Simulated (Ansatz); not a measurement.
```xyz
4
Lattice="3.270 0.000 0.000 -1.635 2.832 0.000 0.000 0.000 38.800" Properties=species:S:1:pos:R:3 subject="Quasiparticle gap of P (aligned bilayer)" method="DFT, PBE-D3(BJ), plane waves, PAW; PAW set soft_1 (and 2 further levels or steps)" program="Ansatz 0.2.0" settings_of_one_run="cutoff 420 eV, 9×9×1 k-mesh, smearing width 0.02 eV, PAW set soft 1, twist deg 60" cost="3 runs, 11 s in all on 1 × NVIDIA GB200 (shared by 2 runs) with 32 threads of Arm Neoverse V2, shared host (the runs of this entry)" notes="Values taken over the cell’s volume include its vacuum. The start is a generated structure, not a measured one." pbe_gap_over_mesh_and_path="1.437 eV, from k = (0.133, 0.133, 0.000) to k = (0.350, 0.000, 0.000)" g0w0_pbe_gap_over_6_of_7_irreducible_mesh_points="2.500 eV, from k = (0.167, 0.167, 0.000) to k = (0.000, 0.333, 0.000)" gw_settings="6×6×1 mesh, 308 empty bands, screening to 72 eV, PAW set soft_1 files" known_limits="finite bands, screening cutoff and k mesh; no spin-orbit coupling in G0W0"
P     0.000    1.888   17.443
P     1.635    0.944   16.201
P     1.635    0.944   22.599
P     0.000    1.888   21.357
```

[Paths, hosts, dates, memory and timing lines, banners, echoed tables and standing remarks are left out of the program output.]

[Logs are printed without paths, hosts, clocks, repeated set-up lines and the standing remarks that a program may print on its own settings, such as how far it seeks lower states.]

[Runs of the session that timed out or met a known fault of the program may be left out.]

[Cells called generated may have been cut or substituted from an entry of the Crystallography Open Database or the Materials Project.]

[Hosts, paths, dates, database ids (printed as entryN), source tags and the programs' standing remarks are cut or masked in the printed files.]
